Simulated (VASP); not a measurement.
# BiTe (R-3m) in VASP: further runs

The runs below take BiTe through single point, with PBE.

Program: VASP 6.6.1. These are calculated values, not measurements. Logs are shortened: lines on timing, memory, paths and dates and some standing lists are left out, and cuts for length are marked.

### Step 1. The crystal as given

The structure is trigonal, space group R-3m (No. 166). Conventional cell: a = 4.845 Å, b = 4.845 Å, c = 9.952 Å, α = 90.00°, β = 90.00°, γ = 120.00°. Bi (site symmetry -3m) has 6 Te at 3.25 Å as nearest neighbours. Te (site symmetry -3m) is surrounded by 6 Bi at 3.25 Å.

The cell comes from a database or a generator and needn't be the stable form of this composition.

### Step 2. Single point, PBE

Input file INCAR:

```
PREC = Accurate
ENCUT = 450
EDIFF = 1E-7
ISMEAR = 0
SIGMA = 0.5
LREAL = F
LASPH = T
NELM = 100
ALGO = Normal
ISIF = 2
LWAVE = F
LCHARG = F
GGA = PE
NBANDS = 18
ADDGRID = F
```

Input file KPOINTS:

```
Automatic mesh
0
Gamma
  6 6 6
```

Input file POSCAR:

```
BiTe
1.0
    2.4227077728      1.3987509848      3.3172919545
   -2.4227077728      1.3987509848      3.3172919545
    0.0000000000     -2.7975019696      3.3172919545
Bi Te
1 1
Direct
    0.5000000000      0.5000000000      0.5000000000
    0.0000000000      0.0000000000      0.0000000000
```

Potentials or basis: VASP PAW PBE potentials, release 64 (Bi_d, Te).

Command:

```bash
$ cat potpaw_PBE.64/Bi_d/POTCAR potpaw_PBE.64/Te/POTCAR > POTCAR
$ mpirun -np 1 vasp_std > vasp.out
```

OUTCAR:

```text
PREC = Accurate
   ENCUT = 450
   EDIFF = 1E-7
   ISMEAR = 0
   LREAL = F
   LASPH = T
   NELM = 100
   ISIF = 2
   GGA = PE

 Found     32 irreducible k-points:

 Following reciprocal coordinates:
            Coordinates               Weight
  0.000000  0.000000  0.000000      1.000000
  0.166667 -0.000000  0.000000      6.000000
  0.333333 -0.000000  0.000000      6.000000
  0.500000 -0.000000  0.000000      3.000000
  0.166667  0.166667  0.000000      6.000000
  0.333333  0.166667  0.000000     12.000000
   k-points           NKPTS =     32   k-points in BZ     NKDIM =     32   number of bands    NBANDS=     18
   number of dos      NEDOS =    301   number of ions     NIONS =      2
   total plane-waves  NPLWV =  27000
   dimension x,y,z NGX =    30 NGY =   30 NGZ =   30
   dimension x,y,z NGXF=    60 NGYF=   60 NGZF=   60
   ions per type =               1   1
   NGX,Y,Z   is equivalent  to a cutoff of  11.49, 11.49, 11.49 a.u.
   NGXF,Y,Z  is equivalent  to a cutoff of  22.99, 22.99, 22.99 a.u.
 SYSTEM =  unknown system
   PREC   = accura    normal or accurate (medium, high low for compatibility)
   ISTART =      0    job   : 0-new  1-cont  2-samecut
   ICHARG =      2    charge: 1-file 2-atom 10-const
   ISPIN  =      1    spin polarized calculation?
   LNONCOLLINEAR =      F non collinear calculations
   LSORBIT =      F    spin-orbit coupling
   LASPH  =      T    aspherical Exc in radial PAW
   ENCUT  =  450.0 eV  33.07 Ry    5.75 a.u.   7.51  7.51  7.51*2*pi/ulx,y,z
   NELM   =    100;   NELMIN=  2; NELMDL= -5     # of ELM steps
   EDIFF  = 0.1E-06   stopping-criterion for ELM
[... 12 lines left out ...]
   EMIN   =  10.00;   EMAX   =-10.00  energy-range for DOS
   EFERMI =   0.00;   METHOD = LEGACY
   ISMEAR =     0;   SIGMA  =   0.50  broadening in eV -4-tet -1-fermi 0-gaus
   EFERMI_NEDOS =   21; number of points for ismear=-14 and -15
   IALGO  =     38    algorithm
[... 12 lines left out ...]
   LRPA    =     F    only Hartree local field effects (RPA)
 non-spin polarized calculation
 Gauss-broadening in eV      SIGMA  =   0.50
  energy-cutoff  :      450.00
  volume of cell :       67.45
 maximum number of plane-waves:      1487
   NGX = 15   NGY = 15   NGZ = 15

 number of electron      20.9999993 magnetization

 Free energy of the ion-electron system (eV)
  ---------------------------------------------------
  ext. energy  EPLUGINS =         0.00000000
  ---------------------------------------------------
  free energy    TOTEN  =        -7.26187896 eV

  energy without entropy =       -7.10530215  energy(sigma->0) =       -7.18359055

 E-fermi :   6.6458     XC(G=0):  -9.4755

 val. band max:        6.6330445156   @ k =   0.5000   0.3333   0.1667
 cond. band min:       6.6791588309   @ k =   0.3333   0.3333   0.1667
 fundamental gap:      0.0461143153
 Fermi energy:         6.6457825808

 k-point     1 :       0.0000    0.0000    0.0000
  band No.  band energies     occupation
      1     -16.5528      2.00000
      2     -16.5528      2.00000
      3     -16.5442      2.00000
      4     -16.5442      2.00000
      5     -16.5312      2.00000
      6      -6.8080      2.00000
[... 10 lines left out ...]
     17      13.3177      0.00000
     18      13.5528      0.00000

 k-point     2 :       0.1667   -0.0000    0.0000
  band No.  band energies     occupation
      1     -16.5525      2.00000
      2     -16.5521      2.00000
      3     -16.5456      2.00000
      4     -16.5426      2.00000
      5     -16.5307      2.00000
      6      -6.5721      2.00000
[... 10 lines left out ...]
     17      14.1973      0.00000
     18      14.6087      0.00000

 k-point     3 :       0.3333   -0.0000    0.0000
  band No.  band energies     occupation
      1     -16.5527      2.00000
      2     -16.5514      2.00000
      3     -16.5479      2.00000
      4     -16.5398      2.00000
      5     -16.5283      2.00000
      6      -5.8818      2.00000
[... 10 lines left out ...]
     17      15.4336      0.00000
     18      16.3768      0.00000

 k-point     4 :       0.5000   -0.0000    0.0000
  band No.  band energies     occupation
      1     -16.5530      2.00000
      2     -16.5520      2.00000
      3     -16.5481      2.00000
      4     -16.5389      2.00000
      5     -16.5264      2.00000
      6      -4.8982      2.00000
[... 10 lines left out ...]
     17      14.5188      0.00000
     18      17.3276      0.00000

 k-point     5 :       0.1667    0.1667    0.0000
  band No.  band energies     occupation
      1     -16.5538      2.00000
      2     -16.5513      2.00000
      3     -16.5456      2.00000
      4     -16.5409      2.00000
      5     -16.5308      2.00000
      6      -6.4789      2.00000
[... 10 lines left out ...]
     17      13.5305      0.00000
     18      13.8885      0.00000

 k-point     6 :       0.3333    0.1667    0.0000
  band No.  band energies     occupation
      1     -16.5550      2.00000
      2     -16.5508      2.00000
      3     -16.5467      2.00000
      4     -16.5378      2.00000
      5     -16.5289      2.00000
      6      -5.9442      2.00000
[... 10 lines left out ...]
     17      14.8764      0.00000
     18      15.5881      0.00000

 [... further k-points ...]
[... 5 lines left out ...]
  --------------------------------------------------------------------------------------
  -------------------------------------------------------------------------------------
  Total        0.0061126      0.0061126      0.1892399      0.0000000      0.0000000      0.0000000
  in kB        0.1451969      0.1451969      4.4951771      0.0000000      0.0000000      0.0000000
  external PRESSURE =       1.5951903 kB  Pullay stress =       0.0000000 kB

 VOLUME and BASIS-vectors are now :
 -----------------------------------------------------------------------------
  energy-cutoff  :      450.00
  volume of cell :       67.45
      direct lattice vectors                 reciprocal lattice vectors
     2.422707773  1.398750985  3.317291954     0.206380648  0.119153923  0.100483568
    -2.422707773  1.398750985  3.317291954    -0.206380648  0.119153923  0.100483568
     0.000000000 -2.797501970  3.317291954     0.000000000 -0.238307845  0.100483568

 POSITION                                       TOTAL-FORCE (eV/Angst)
 -----------------------------------------------------------------------------------
      0.00000      0.00000      4.97594        -0.000000     -0.000000     -0.000000
      0.00000      0.00000      0.00000         0.000000      0.000000      0.000000
 -----------------------------------------------------------------------------------
    total drift:                               -0.000000      0.000000      0.000000

  FREE ENERGIE OF THE ION-ELECTRON SYSTEM (eV)
  ---------------------------------------------------
  free  energy   TOTEN  =        -7.2618789616 eV

  energy  without entropy=       -7.1053021477  energy(sigma->0) =       -7.18359055
```

OSZICAR:

```text
N       E                     dE             d eps       ncg     rms          rms(c)
DAV:   1     0.150564849966E+03    0.15056E+03   -0.91557E+03  1152   0.100E+03
DAV:   2     0.433102101703E+01   -0.14623E+03   -0.14268E+03  1258   0.287E+02
DAV:   3    -0.699106067312E+01   -0.11322E+02   -0.11207E+02  1404   0.861E+01
DAV:   4    -0.729124949050E+01   -0.30019E+00   -0.29995E+00  1450   0.152E+01
DAV:   5    -0.730303619085E+01   -0.11787E-01   -0.11786E-01  1590   0.278E+00    0.577E+00
DAV:   6    -0.725802898180E+01    0.45007E-01   -0.14686E-01  1622   0.225E+00    0.357E+00
DAV:   7    -0.726172623018E+01   -0.36972E-02   -0.33788E-02  1386   0.889E-01    0.768E-01
DAV:   8    -0.726174914296E+01   -0.22913E-04   -0.47382E-03  1380   0.463E-01    0.144E-01
DAV:   9    -0.726187762265E+01   -0.12848E-03   -0.48335E-04  1322   0.133E-01    0.518E-02
DAV:  10    -0.726187869490E+01   -0.10723E-05   -0.25314E-05  1512   0.286E-02    0.303E-02
DAV:  11    -0.726187961371E+01   -0.91881E-06   -0.20455E-05  1342   0.347E-02    0.539E-03
DAV:  12    -0.726187905870E+01    0.55501E-06   -0.39790E-06  1450   0.162E-02    0.332E-03
DAV:  13    -0.726187894027E+01    0.11843E-06   -0.33481E-07  1342   0.426E-03    0.109E-03
DAV:  14    -0.726187896160E+01   -0.21329E-07   -0.32463E-08   724   0.173E-03
   1 F= -.72618790E+01 E0= -.71835906E+01  d E =-.156577E+00
```

stdout:

```text
POSCAR found type information on POSCAR BiTe
 POSCAR found :  2 types and       2 ions
 scaLAPACK will be used
 LDA part: xc-table for (Slater+PW92), standard interpolation
 POSCAR, INCAR and KPOINTS ok, starting setup
 FFT: planning ... GRIDC
 FFT: planning ... GRID_SOFT
 FFT: planning ... GRID
 WAVECAR not read
 entering main loop
```

It took 19 s on 1 thread of Intel Xeon 6975P-C (Granite Rapids), shared host; peak memory 0.18 GiB.

These settings aren't checked as converged: the numbers below hold their error.

What came out:

| Item | Value |
| --- | --- |
| Free energy | -7.2619 eV |
| Pressure | 0.2 GPa |
| Band gap on the k mesh | none (metal or under the smearing width) |

Caveat: spin-orbit coupling is left out, which moves the levels of the heavy elements.

### Step 3. Single point, PBE

INCAR is that of step 2.

KPOINTS is that of step 2.

Input file POSCAR:

```
BiTe
1.0
    2.4227077728      1.3987509848      3.3172919545
   -2.4227077728      1.3987509848      3.3172919545
    0.0000000000     -2.7975019696      3.3172919545
Bi Te
1 1
Direct
    0.5120250000      0.5038480000      0.5048510000
   -0.0040940000     -0.0152210000     -0.0035880000
```

Potentials or basis: VASP PAW PBE potentials, release 64 (Bi_d, Te).

Command:

```bash
$ cat potpaw_PBE.64/Bi_d/POTCAR potpaw_PBE.64/Te/POTCAR > POTCAR
$ mpirun -np 1 vasp_std > vasp.out
```

It took 69 s on 1 thread of Intel Xeon 6975P-C (Granite Rapids), shared host; peak memory 0.24 GiB.

These settings aren't checked as converged: the numbers below hold their error.

Results:

```
Free energy            : -7.2454 eV
Pressure               : 0.4 GPa
Largest force          : 0.223 eV/Å
Band gap on the k mesh : none (metal or under the smearing width)
```

Caveat: spin-orbit coupling is left out, which moves the levels of the heavy elements.

### Step 4. Single point, PBE

Changes to INCAR since step 3:

```diff
@@ -4,3 +4,3 @@
 ISMEAR = 0
-SIGMA = 0.5
+SIGMA = 0.2
 LREAL = F
```

KPOINTS is that of step 3.

Input file POSCAR:

```
BiTe
1.0
    2.4227077728      1.3987509848      3.3172919545
   -2.4227077728      1.3987509848      3.3172919545
    0.0000000000     -2.7975019696      3.3172919545
Bi Te
1 1
Direct
    0.5000000000      0.5000000000      0.5000000000
    0.0000000000      0.0000000000      0.0000000000
```

Command:

```bash
$ cat potpaw_PBE.64/Bi_d/POTCAR potpaw_PBE.64/Te/POTCAR > POTCAR
$ mpirun -np 1 vasp_std > vasp.out
```

It took 27 s on 1 thread of Intel Xeon 6975P-C (Granite Rapids), shared host; peak memory 0.18 GiB.

The run converged, but some of its settings lie outside the range that counts as converged, so its numbers aren't taken as properties of the crystal.

Results:

```yaml
Free_energy: -7.1954 eV
Pressure: -0.1 GPa
Band_gap_on_the_k_mesh: none (metal or under the smearing width)
```

Caveat: spin-orbit coupling is left out, which moves the levels of the heavy elements.

### Step 5. For comparison

An earlier run on the cell as given: functional PBE; potentials or basis VASP PAW PBE potentials, release 64 (Bi_d, Te); cutoff 520 eV; k mesh 7 × 7 × 7; occupations fermi-dirac, width 0.05 eV; no spin polarisation.

* Pressure: 0.1 GPa
* Band gap on the k mesh: none (metal or under the smearing width)
